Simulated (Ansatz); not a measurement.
Theory: DFT PBE, scalar-relativistic, plane waves, PAW (Ansatz). Settings: cutoff 420 eV, Γ-centred meshes spaced at most about 0.3 Å⁻¹, and about 0.25 Å⁻¹ or finer for metals (2π included), Gaussian smearing. No spin polarisation.

Formation energies are uncorrected and refer to the elements' standard structures at the same level (N₂ as a molecule).

All energies are static (0 K, no zero-point motion). The comparison covers the computed candidates alone.

A search for Al5N gave 8 distinct relaxed structures. Coordination counts Al atoms around N (those within 1.25 times the shortest such distance or 1.15 times the sum of covalent radii; a plus sign parts nearer from farther groups; the shortest distance is added where it is long for a bond). Cells relaxed within their symmetry can be saddle points.

Q: What is the best candidate for Al5N?

A: The one with space group P1 (No. 1), reached from: a relaxed cell, shaken at random and relaxed again. It has a = 4.761 Å, b = 5.032 Å, c = 8.298 Å, α = 92.2°, β = 91.1°, γ = 90.4°, 16.5 Å³/atom, no gap on the mesh. Around Al on its first site lie 1 N at 1.97 Å and 7 Al at 2.69–2.90 Å; around Al on its second site lie 10 Al at 2.71–3.03 Å; around Al on its third site lie 10 Al at 2.72–3.03 Å and 1 N at 3.28 Å; around N on its first site lie 5 Al at 1.97–2.05 Å, 1 Al at 3.28 Å and 1 Al at 3.45 Å; 8 more sites not described. Its energy over the elements is −0.05 eV/atom. It lies below the elements, which doesn't yet make it stable against other compounds or structures. An observed structure of this formula, if there is one, may be missing.

```cif
data_structure
_symmetry_space_group_name_H-M 'P1'
_symmetry_Int_Tables_number 1
_cell_length_a 4.7612
_cell_length_b 5.0316
_cell_length_c 8.2978
_cell_angle_alpha 92.209
_cell_angle_beta 91.090
_cell_angle_gamma 90.420
_cell_volume 198.60
loop_
_atom_site_label
_atom_site_type_symbol
_atom_site_symmetry_multiplicity
_atom_site_Wyckoff_symbol
_atom_site_fract_x
_atom_site_fract_y
_atom_site_fract_z
_atom_site_occupancy
Al1 Al 1 a 0.94482 0.17413 0.17719 1
Al2 Al 1 a 0.02629 0.64957 0.70382 1
Al3 Al 1 a 0.03533 0.67678 0.03330 1
Al4 Al 1 a 0.02324 0.16360 0.52465 1
Al5 Al 1 a 0.02819 0.65777 0.37302 1
Al6 Al 1 a 0.09480 0.15387 0.86578 1
Al7 Al 1 a 0.51668 0.53687 0.21892 1
Al8 Al 1 a 0.55353 0.94258 0.67936 1
Al9 Al 1 a 0.51477 0.02842 0.36138 1
Al10 Al 1 a 0.54323 0.53058 0.88176 1
N1 N 1 a 0.23367 0.31001 0.33308 1
N2 N 1 a 0.48546 0.17582 0.84773 1
```

Q: How much higher is the F-43m structure with 16.3 Å³/atom and coordination N 16 from 3.0 Å (reached from: Be5Pt type (F-43m))?

A: 0.96 eV/atom. It has no gap on its mesh.

Q: How much higher is the P6/mmm structure with 15.9 Å³/atom and coordination N 2+12 from 2.6 Å (reached from: BaSn5 type (P6/mmm))?

A: 0.81 eV/atom. It has no gap on its mesh.
